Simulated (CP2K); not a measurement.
## Li under changes of volume

One of the cells (21.609 Å³/atom); the others are scaled copies at fixed shape and fractional positions:

```
Li
1.0
     3.03914    0.00000    0.00000
    -1.01305    2.86533    0.00000
    -1.01305   -1.43267    2.48145
Li
1
Direct
  0.00000 0.00000 0.00000
```

```yaml
Program: CP2K 2026.2
Functional: PBE
Potentials_or_basis: POTENTIAL_UZH Li GTH-PBE-q1; TZVP-MOLOPT-PBE-GTH basis
Density_cutoff: 8163 eV
k_mesh: 11 × 11 × 11
Occupations: fermi-dirac, width 0.05 eV
Spin: no spin polarisation
```

| volume (Å³/atom) | energy over the lowest point (meV/atom) | pressure (GPa) |
| --- | --- | --- |
| 20.312 | 0.00 | -0.1 |
| 20.744 | 0.76 | -0.4 |
| 21.177 | 2.22 | -0.7 |
| 21.609 | 4.32 | -0.9 |
| 22.041 | ? | ? |
| 22.473 | 10.25 | -1.3 |
| 22.905 | 14.00 | -1.5 |

Task: What does the run at 22.041 Å³/atom give?

Result: Energy over the lowest point 7.01 meV/atom; pressure -1.1 GPa.

Worked out: A Birch-Murnaghan fit of order 3 (a polynomial in V^(-2/3)) to the other rows has its minimum at 20.09 Å³/atom, just outside them, with B0 = V·E''(V) = 13.4 GPa (rough, since the energies scatter). It gives 7.01 meV/atom at 22.041 Å³/atom, against the run's 7.01, and -dE/dV = -1.1 GPa, against -1.1.

Energies are extrapolated to zero smearing.

Caveats: the basis of atomic orbitals isn't converged, which shifts pressures, moduli and gaps.
